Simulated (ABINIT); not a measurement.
**A GW run on KI (Fm-3m) in ABINIT, with inputs changed**

What do changed inputs do to GW on KI (Fm-3m)?

Calculated with ABINIT 10.8.3; PBE and many-body steps on it, plane waves.

## 1. The structure

The structure is cubic, space group Fm-3m (No. 225). The conventional cell has a = 7.066 Å, b = 7.066 Å, c = 7.066 Å, α = 90.00°, β = 90.00°, γ = 90.00°. Nearest to K lie 6 I at 3.53 Å. I has 6 K at 3.53 Å nearest. Farther neighbours and most contacts between anions are not listed.

The cell and positions come from the Crystallography Open Database and are kept as given unless a step says otherwise. Spin-orbit coupling is left out unless a step names it.

## 2. Screening, 4×4×4 mesh, 245 bands, screening to 190.5 eV

This step: ABINIT 10.8.3; RPA screening on PBE, plane waves, norm-conserving pseudopotentials.

The RPA dielectric matrix is built and inverted for each q.

Contents of run.abi:

```
acell 3*1.0 Angstrom
rprim 
  0.000000000000 3.532775000000 3.532775000000
  3.532775000000 0.000000000000 3.532775000000
  3.532775000000 3.532775000000 -0.000000000000
ntypat 2
znucl 19 53
natom 2
typat 1 2
xred 
  0.000000000000 0.000000000000 0.000000000000
  0.500000000000 0.500000000000 0.500000000000
pp_dirpath "pseudos"
pseudos "K.upf, I.upf"
ecut 33
ngkpt 4 4 4
nshiftk 1
shiftk 0 0 0
kptopt 1
chksymbreak 0
istwfk *1
occopt 1
irdwfk 1
optdriver 3
nband 245
ecuteps 7
inclvkb 2
awtr 1
symchi 1
indata_prefix "in"
outdata_prefix "out"
tmpdata_prefix "tmp"
```

Launch:

```sh
$ OMP_NUM_THREADS=1 mpirun -n 8 abinit run.abi > log
```

Output:

```text
.Version 10.8.3 of ABINIT. v10.8.2 released Aug 2026.

 Symmetries : space group Fm -3 m (#225); Bravais cF (face-center cubic)
[... echo of the input left out ...]
== DATASET  1 ==================================================================
-   mpi_nproc: 8, omp_nthreads: 1 (-1 if OMP is not activated)

--- !DatasetInfo
iteration_state: {dtset: 1, }
dimensions: {natom: 2, nkpt: 8, mband: 245, nsppol: 1, nspinor: 1, nspden: 1, mpw: 5434, }
cutoff_energies: {ecut:  33.0, pawecutdg:  -1.0, }
electrons: {nelect:   1.60000000E+01, charge:   0.00000000E+00, occopt:   1.00000000E+00, tsmear:   1.00000000E-02, }

 SCREENING: Calculation of the susceptibility and dielectric matrices

 Based on a program developped by R.W. Godby, V. Olevano, G. Onida, and L. Reining.
 Incorporated in ABINIT by V. Olevano, G.-M. Rignanese, and M. Torrent.
.Using double precision arithmetic ; gwpc =  8

[... cell and pseudopotentials left out ...]
--------------------------------------------------------------------------------

 ==== K-mesh for the wavefunctions ====
 Number of points in the irreducible wedge :     8
[... list of points left out ...]
 Together with 48 symmetry operations and time-reversal symmetry
 yields    64 points in the full Brillouin Zone.

 ==== Q-mesh for the screening function ====
 Number of points in the irreducible wedge :     8
[... list of points left out ...]
 Together with 48 symmetry operations and time-reversal symmetry
 yields    64 points in the full Brillouin Zone.

 setmesh: FFT mesh size selected  =    36x   36x   36
          total number of points  =        46656

 vcoul_init : cutoff-mode = AUXILIARY_FUNCTION
 q-points for optical limit:   1
     1)      0.000010    0.000020    0.000030

- screening: taking advantage of time-reversal symmetry
- Maximum band index for partially occupied states nbvw = 8
- Remaining bands to be divided among processors   nbcw = 237
- Number of bands treated by each node ~29

 Number of electrons calculated from density =   16.0000; Expected =   16.0000
 average of density, n =  0.026887
 r_s =    2.0707
 omega_plasma =   15.8172 [eV]

 calculating chi0 at frequencies [eV] :
  1    0.000000E+00    0.000000E+00
  2    0.000000E+00    1.581715E+01

--------------------------------------------------------------------------------
  q-point number  1        q = ( 0.000000, 0.000000, 0.000000) [r.l.u.]
--------------------------------------------------------------------------------
[... chi0 elements left out ...]
 For q-point:  0.000010 0.000020 0.000030
  dielectric constant =   2.6562
  dielectric constant without local fields =   3.2759

  Average fulfillment of the sum rule on Im[epsilon] for q-point    1 :     88.35  [%]
[... wings left out ...]
  q-point number  2        q = ( 0.250000, 0.000000, 0.000000) [r.l.u.]
--------------------------------------------------------------------------------
[... chi0 elements left out ...]
  Average fulfillment of the sum rule on Im[epsilon] for q-point    2 :     93.27  [%]

 [... 6 further q-points ...]
```

Run time: 61 s. Hardware: 8 MPI ranks of Intel Xeon Platinum 8488C (Sapphire Rapids), shared host; peak memory 3 GiB; 8.1 min of CPU time.

This step gave:

```
ε∞ with local fields, on this mesh, along the program's q direction : 2.656
the same without local fields                                       : 3.276
plasma frequency                                                    : 15.82 eV
plane waves in the screening matrix                                 : 531
```

Local fields lower ε∞ by 19 %.

## 3. Base

The self-energy is evaluated for the states that the input lists, and the levels follow from it, in one-shot runs by the linearised quasiparticle equation.

This step: G0W0 on PBE, plane waves, norm-conserving pseudopotentials.

Edit run.abi of step 2 so:

```diff
@@ -23,8 +23,15 @@
 irdwfk 1
-optdriver 3
+optdriver 4
 nband 245
+gwcalctyp 0
+ecutsigx 33
+symsigma 1
+nkptgw 1
+kptgw 
+  0.0000000000 0.0000000000 0.0000000000
+bdgw 
+  6 12
 ecuteps 7
-inclvkb 2
-awtr 1
-symchi 1
+irdscr 1
+ppmodel 1
 indata_prefix "in"
```

Output:

```text
.Version 10.8.3 of ABINIT. v10.8.2 released Aug 2026.

 Symmetries : space group Fm -3 m (#225); Bravais cF (face-center cubic)
[... echo of the input left out ...]
== DATASET  1 ==================================================================
-   mpi_nproc: 8, omp_nthreads: 1 (-1 if OMP is not activated)

--- !DatasetInfo
iteration_state: {dtset: 1, }
dimensions: {natom: 2, nkpt: 8, mband: 245, nsppol: 1, nspinor: 1, nspden: 1, mpw: 5434, }
cutoff_energies: {ecut:  33.0, pawecutdg:  -1.0, }
electrons: {nelect:   1.60000000E+01, charge:   0.00000000E+00, occopt:   1.00000000E+00, tsmear:   1.00000000E-02, }

 SIGMA: Calculation of the GW corrections

 Based on a program developped by R.W. Godby, V. Olevano, G. Onida, and L. Reining.
 Incorporated in ABINIT by V. Olevano, G.-M. Rignanese, and M. Torrent.
.Using double precision arithmetic ; gwpc =  8

[... cell and pseudopotentials left out ...]
--------------------------------------------------------------------------------

 ==== K-mesh for the wavefunctions ====
 Number of points in the irreducible wedge :     8
[... list of points left out ...]
 Together with 48 symmetry operations and time-reversal symmetry
 yields    64 points in the full Brillouin Zone.

 ==== Q-mesh for screening function ====
 Number of points in the irreducible wedge :     8
[... list of points left out ...]
 Together with 48 symmetry operations and time-reversal symmetry
 yields    64 points in the full Brillouin Zone.

 vcoul_init : cutoff-mode = AUXILIARY_FUNCTION
 q-points for optical limit:   1
     1)      0.000010    0.000020    0.000030
 setmesh: FFT mesh size selected  =    50x   50x   50
          total number of points  =       125000

 Number of electrons calculated from density =   16.0000; Expected =   16.0000
 average of density, n =  0.026887
 r_s =    2.0707
 omega_plasma =   15.8172 [eV]

 === KS Band Gaps ===
  >>>> For spin  1
   Minimum direct gap =   3.9625 [eV], located at k-point      :   0.0000  0.0000  0.0000
   Fundamental gap    =   3.9625 [eV], Top of valence bands at :   0.0000  0.0000  0.0000
                                       Bottom of conduction at :   0.0000  0.0000  0.0000
 SIGMA fundamental parameters:
 PLASMON POLE MODEL  1
 number of plane-waves for SigmaX                 5329
 number of plane-waves for SigmaC and W            531
 number of plane-waves for wavefunctions          5329
 number of bands                                   245
 number of independent spin polarizations            1
 number of spinorial components                      1
 number of k-points in IBZ                           8
 number of q-points in IBZ                           8
 number of symmetry operations                      48
 number of k-points in BZ                           64
 number of q-points in BZ                           64
 number of frequencies for dSigma/dE                 9
 frequency step for dSigma/dE [eV]                0.25
 number of omega for Sigma on real axis              0
 max omega for Sigma on real axis  [eV]           0.00
 zcut for avoiding poles [eV]                     0.10

 EPSILON^-1 parameters (SCR file):
 dimension of the eps^-1 matrix on file            531
 dimension of the eps^-1 matrix used               531
 number of plane-waves for wavefunctions          5329
 number of bands                                   245
 number of q-points in IBZ                           8
 number of frequencies                               2
 number of real frequencies                          1
 number of imag frequencies                          1

 matrix elements of self-energy operator (all in [eV])

 Perturbative Calculation

--- !SelfEnergy_ee
iteration_state: {dtset: 1, }
kpoint     : [   0.000,    0.000,    0.000, ]
spin       : 1
KS_gap     :    3.962
QP_gap     :    6.064
Delta_QP_KS:    2.101
data: !SigmaeeData |
     Band     E0 <VxcDFT>   SigX SigC(E0)      Z dSigC/dE  Sig(E)    E-E0       E
        6   0.119 -11.176 -14.233   1.082   0.808  -0.237 -12.773  -1.597  -1.479
        7   0.119 -11.176 -14.233   1.082   0.808  -0.237 -12.773  -1.597  -1.479
        8   0.119 -11.176 -14.233   1.082   0.808  -0.237 -12.773  -1.597  -1.479
        9   4.081  -6.410  -2.934  -2.883   0.850  -0.176  -5.905   0.504   4.585
       10   6.624  -7.766  -3.475  -3.055   0.843  -0.186  -6.725   1.041   7.665
       11   6.624  -7.766  -3.475  -3.055   0.843  -0.186  -6.725   1.041   7.665
       12   6.624  -7.766  -3.475  -3.055   0.843  -0.186  -6.725   1.041   7.665

== END DATASET(S) ==============================================================
================================================================================

 -outvars: echo values of variables after computation  --------
           etotal      0.0000000000E+00
            nband         245
             nkpt           8
          spgroup         225
 [... the other variables as echoed above ...]

 Calculation completed.
```

Run time: 23 s. Hardware: 8 MPI ranks; peak memory 3.6 GiB; 3 min of CPU time.

Numbers from this step:

* G0W0 gap on the points computed: 6.064 eV
* starting gap on the mesh: 3.962 eV
* k of the valence top: 0, 0, 0
* k of the conduction bottom: 0, 0, 0
* Z at the valence top: 0.808
* Z at the conduction bottom: 0.85
* least direct G0W0 gap on the computed points: 6.064 eV

The gap on the mesh goes from 3.96 eV to 6.06 eV, a correction of +2.10 eV.

## 4. Exchange cutoff

Edit run.abi of step 3 so:

```diff
@@ -26,3 +26,3 @@
 gwcalctyp 0
-ecutsigx 33
+ecutsigx 5
 symsigma 1
```

Output:

```text
.Version 10.8.3 of ABINIT. v10.8.2 released Aug 2026.

 Symmetries : space group Fm -3 m (#225); Bravais cF (face-center cubic)
[... echo of the input left out ...]
== DATASET  1 ==================================================================
-   mpi_nproc: 8, omp_nthreads: 1 (-1 if OMP is not activated)

--- !DatasetInfo
iteration_state: {dtset: 1, }
dimensions: {natom: 2, nkpt: 8, mband: 245, nsppol: 1, nspinor: 1, nspden: 1, mpw: 5434, }
cutoff_energies: {ecut:  33.0, pawecutdg:  -1.0, }
electrons: {nelect:   1.60000000E+01, charge:   0.00000000E+00, occopt:   1.00000000E+00, tsmear:   1.00000000E-02, }

 SIGMA: Calculation of the GW corrections

 Based on a program developped by R.W. Godby, V. Olevano, G. Onida, and L. Reining.
 Incorporated in ABINIT by V. Olevano, G.-M. Rignanese, and M. Torrent.
.Using double precision arithmetic ; gwpc =  8

[... cell and pseudopotentials left out ...]
--------------------------------------------------------------------------------

 ==== K-mesh for the wavefunctions ====
 Number of points in the irreducible wedge :     8
[... list of points left out ...]
 Together with 48 symmetry operations and time-reversal symmetry
 yields    64 points in the full Brillouin Zone.

 ==== Q-mesh for screening function ====
 Number of points in the irreducible wedge :     8
[... list of points left out ...]
 Together with 48 symmetry operations and time-reversal symmetry
 yields    64 points in the full Brillouin Zone.

 vcoul_init : cutoff-mode = AUXILIARY_FUNCTION
 q-points for optical limit:   1
     1)      0.000010    0.000020    0.000030
 setmesh: FFT mesh size selected  =    36x   36x   36
          total number of points  =        46656

 Number of electrons calculated from density =   16.0000; Expected =   16.0000
[...]
number of q-points in BZ                           64
 number of frequencies for dSigma/dE                 9
 frequency step for dSigma/dE [eV]                0.25
 number of omega for Sigma on real axis              0
 max omega for Sigma on real axis  [eV]           0.00
 zcut for avoiding poles [eV]                     0.10

 EPSILON^-1 parameters (SCR file):
 dimension of the eps^-1 matrix on file            531
 dimension of the eps^-1 matrix used               331
 number of plane-waves for wavefunctions          5329
 number of bands                                   245
 number of q-points in IBZ                           8
 number of frequencies                               2
 number of real frequencies                          1
 number of imag frequencies                          1

 matrix elements of self-energy operator (all in [eV])

 Perturbative Calculation

--- !SelfEnergy_ee
iteration_state: {dtset: 1, }
kpoint     : [   0.000,    0.000,    0.000, ]
spin       : 1
KS_gap     :    3.962
QP_gap     :    6.081
Delta_QP_KS:    2.118
data: !SigmaeeData |
     Band     E0 <VxcDFT>   SigX SigC(E0)      Z dSigC/dE  Sig(E)    E-E0       E
        6   0.119 -11.176 -14.218   1.102   0.809  -0.237 -12.744  -1.569  -1.450
        7   0.119 -11.176 -14.218   1.102   0.809  -0.237 -12.744  -1.569  -1.450
        8   0.119 -11.176 -14.218   1.102   0.809  -0.237 -12.744  -1.569  -1.450
        9   4.081  -6.410  -2.887  -2.876   0.851  -0.176  -5.860   0.550   4.631
       10   6.624  -7.766  -3.345  -3.055   0.843  -0.186  -6.614   1.152   7.776
       11   6.624  -7.766  -3.345  -3.055   0.843  -0.186  -6.614   1.152   7.776
       12   6.624  -7.766  -3.345  -3.055   0.843  -0.186  -6.614   1.152   7.776

== END DATASET(S) ==============================================================
================================================================================

 -outvars: echo values of variables after computation  --------
           etotal      0.0000000000E+00
            nband         245
             nkpt           8
          spgroup         225
 [... the other variables as echoed above ...]

 Calculation completed.
```

Elapsed: 11 s, on 8 MPI ranks; peak memory 2.6 GiB.

This step gave:

| Item | Value |
| --- | --- |
| G0W0 gap on the points computed | 6.081 eV |
| starting gap on the mesh | 3.962 eV |
| k of the valence top | 0, 0, 0 |
| k of the conduction bottom | 0, 0, 0 |
| Z at the valence top | 0.809 |
| Z at the conduction bottom | 0.851 |
| least direct G0W0 gap on the computed points | 6.081 eV |

## 5. Fewer bands in the self-energy

Edit run.abi of step 4 so:

```diff
@@ -24,5 +24,5 @@
 optdriver 4
-nband 245
+nband 18
 gwcalctyp 0
-ecutsigx 5
+ecutsigx 33
 symsigma 1
```

Output:

```text
.Version 10.8.3 of ABINIT. v10.8.2 released Aug 2026.

 Symmetries : space group Fm -3 m (#225); Bravais cF (face-center cubic)
[... echo of the input left out ...]
== DATASET  1 ==================================================================
-   mpi_nproc: 8, omp_nthreads: 1 (-1 if OMP is not activated)

--- !DatasetInfo
iteration_state: {dtset: 1, }
dimensions: {natom: 2, nkpt: 8, mband: 18, nsppol: 1, nspinor: 1, nspden: 1, mpw: 5434, }
cutoff_energies: {ecut:  33.0, pawecutdg:  -1.0, }
electrons: {nelect:   1.60000000E+01, charge:   0.00000000E+00, occopt:   1.00000000E+00, tsmear:   1.00000000E-02, }

 SIGMA: Calculation of the GW corrections

 Based on a program developped by R.W. Godby, V. Olevano, G. Onida, and L. Reining.
 Incorporated in ABINIT by V. Olevano, G.-M. Rignanese, and M. Torrent.
.Using double precision arithmetic ; gwpc =  8

[... cell and pseudopotentials left out ...]
--------------------------------------------------------------------------------

 ==== K-mesh for the wavefunctions ====
 Number of points in the irreducible wedge :     8
[... list of points left out ...]
 Together with 48 symmetry operations and time-reversal symmetry
 yields    64 points in the full Brillouin Zone.

 ==== Q-mesh for screening function ====
 Number of points in the irreducible wedge :     8
[... list of points left out ...]
 Together with 48 symmetry operations and time-reversal symmetry
 yields    64 points in the full Brillouin Zone.

 vcoul_init : cutoff-mode = AUXILIARY_FUNCTION
 q-points for optical limit:   1
     1)      0.000010    0.000020    0.000030
 setmesh: FFT mesh size selected  =    50x   50x   50
          total number of points  =       125000

 Number of electrons calculated from density =   16.0000; Expected =   16.0000
[...]
number of q-points in BZ                           64
 number of frequencies for dSigma/dE                 9
 frequency step for dSigma/dE [eV]                0.25
 number of omega for Sigma on real axis              0
 max omega for Sigma on real axis  [eV]           0.00
 zcut for avoiding poles [eV]                     0.10

 EPSILON^-1 parameters (SCR file):
 dimension of the eps^-1 matrix on file            531
 dimension of the eps^-1 matrix used               531
 number of plane-waves for wavefunctions          5329
 number of bands                                   245
 number of q-points in IBZ                           8
 number of frequencies                               2
 number of real frequencies                          1
 number of imag frequencies                          1

 matrix elements of self-energy operator (all in [eV])

 Perturbative Calculation

--- !SelfEnergy_ee
iteration_state: {dtset: 1, }
kpoint     : [   0.000,    0.000,    0.000, ]
spin       : 1
KS_gap     :    3.962
QP_gap     :    5.515
Delta_QP_KS:    1.552
data: !SigmaeeData |
     Band     E0 <VxcDFT>   SigX SigC(E0)      Z dSigC/dE  Sig(E)    E-E0       E
        6   0.119 -11.176 -14.233   2.635   0.829  -0.207 -11.526  -0.350  -0.231
        7   0.119 -11.176 -14.233   2.635   0.829  -0.207 -11.526  -0.350  -0.231
        8   0.119 -11.176 -14.233   2.635   0.829  -0.207 -11.526  -0.350  -0.231
        9   4.081  -6.410  -2.934  -2.086   0.865  -0.157  -5.207   1.202   5.283
       10   6.624  -7.766  -3.475  -1.911   0.864  -0.157  -5.709   2.057   8.680
       11   6.624  -7.766  -3.475  -1.911   0.864  -0.157  -5.709   2.057   8.680
       12   6.624  -7.766  -3.475  -1.911   0.864  -0.157  -5.709   2.057   8.680

== END DATASET(S) ==============================================================
================================================================================

 -outvars: echo values of variables after computation  --------
           etotal      0.0000000000E+00
            nband          18
             nkpt           8
          spgroup         225
 [... the other variables as echoed above ...]

 Calculation completed.
```

The job ended after 5.3 s (8 MPI ranks; peak memory 1.2 GiB).

This step gave:

| Item | Value |
| --- | --- |
| G0W0 gap on the points computed | 5.514 eV |
| starting gap on the mesh | 3.962 eV |
| k of the valence top | 0, 0, 0 |
| k of the conduction bottom | 0, 0, 0 |
| Z at the valence top | 0.829 |
| Z at the conduction bottom | 0.865 |
| least direct G0W0 gap on the computed points | 5.514 eV |

## 6. No symmetry in the self-energy

Edit run.abi of step 5 so:

```diff
@@ -24,6 +24,6 @@
 optdriver 4
-nband 18
+nband 245
 gwcalctyp 0
 ecutsigx 33
-symsigma 1
+symsigma 0
 nkptgw 1
```

Output:

```text
.Version 10.8.3 of ABINIT. v10.8.2 released Aug 2026.

 Symmetries : space group Fm -3 m (#225); Bravais cF (face-center cubic)
[... echo of the input left out ...]
== DATASET  1 ==================================================================
-   mpi_nproc: 8, omp_nthreads: 1 (-1 if OMP is not activated)

--- !DatasetInfo
iteration_state: {dtset: 1, }
dimensions: {natom: 2, nkpt: 8, mband: 245, nsppol: 1, nspinor: 1, nspden: 1, mpw: 5434, }
cutoff_energies: {ecut:  33.0, pawecutdg:  -1.0, }
[...]
10   6.624  -7.766  -3.475  -3.055   0.843  -0.186  -6.725   1.041   7.665
       11   6.624  -7.766  -3.475  -3.055   0.843  -0.186  -6.725   1.041   7.665
       12   6.624  -7.766  -3.475  -3.055   0.843  -0.186  -6.725   1.041   7.665

== END DATASET(S) ==============================================================
================================================================================

 -outvars: echo values of variables after computation  --------
           etotal      0.0000000000E+00
            nband         245
             nkpt           8
          spgroup         225
 [... the other variables as echoed above ...]

 Calculation completed.
```

The job ended after 2.6 min (8 MPI ranks; peak memory 3.7 GiB).

Numbers from this step:

- G0W0 gap on the points computed: 6.063 eV
- starting gap on the mesh: 3.962 eV
- k of the valence top: 0, 0, 0
- k of the conduction bottom: 0, 0, 0
- least direct G0W0 gap on the computed points: 6.063 eV

Against G0W0 in ABINIT (4×4×4 mesh, 245 bands, screening to 190.5 eV, Godby-Needs plasmon pole), the gap moves by −0.001 eV.

[end of part 1 of 2]

[Paths, hosts, dates, memory and timing lines, banners, echoed tables and standing remarks are left out of the program output.]

[Logs are printed without paths, hosts, clocks, repeated set-up lines and the standing remarks that a program may print on its own settings, such as how far it seeks lower states.]

[Runs of the session that timed out or met a known fault of the program may be left out.]

[Hosts, paths, dates, database ids (printed as entryN), source tags and the programs' standing remarks are cut or masked in the printed files.]

[G0W0 gaps are taken among the corrected bands and points alone; a level outside them can change the order at an edge.]

[Where Ansatz stands beside ABINIT at settings called matched, ABINIT's density can come from a denser mesh and the files from another edition; pairs whose starting gaps differed by over 0.03 eV were left out, so agreement reads better than it is.]
